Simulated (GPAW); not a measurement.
Sn in GPAW: the effect of strain tetragonal

The system is Sn.

```xyz
1
Lattice="-1.9480 1.9480 1.8020 1.9480 -1.9480 1.8020 1.9480 1.9480 -1.8020" Properties=species:S:1:pos:R:3 pbc="T T T"
Sn    0.0000    0.0000    0.0000
```

This isn't the form of Sn at room conditions, which is tetragonal (white tin).

Alike in all runs:

| Item | Value |
| --- | --- |
| Program | GPAW 26.7.0 |
| Task | single point |
| Functional | PBEsol |
| Potentials or basis | PAW data sets generated in the run's folder for this functional |
| Cutoff | 600 eV |
| Basis | pw |
| k mesh | 10 × 10 × 10 |
| Occupations | fermi-dirac, width 0.05 eV |
| Spin | no spin polarisation |
| Maxiter | 150 |

| strain tetragonal | pressure (GPa) |
| --- | --- |
| -0.04 | -2.5 |
| -0.02 | -2.4 |
| -0.01 | -2.3 |
| 0 | -2.2 |
| 0.01 | -1.8 |
| 0.02 | -1.5 |
| 0.04 | ? |

**Question.** What does the run with strain tetragonal 0.04 give?

**Answer.** Pressure -0.8 GPa.

Worked out: A parabola through the other rows of the pressure, of slope 52.1 GPa per unit of strain tetragonal there, extrapolates to -0.6 GPa, against the run's -0.8.

Caveats: the density grid can change from cell to cell, which puts small steps into energies and stress.

Runs at the PBE level aren't shown here.
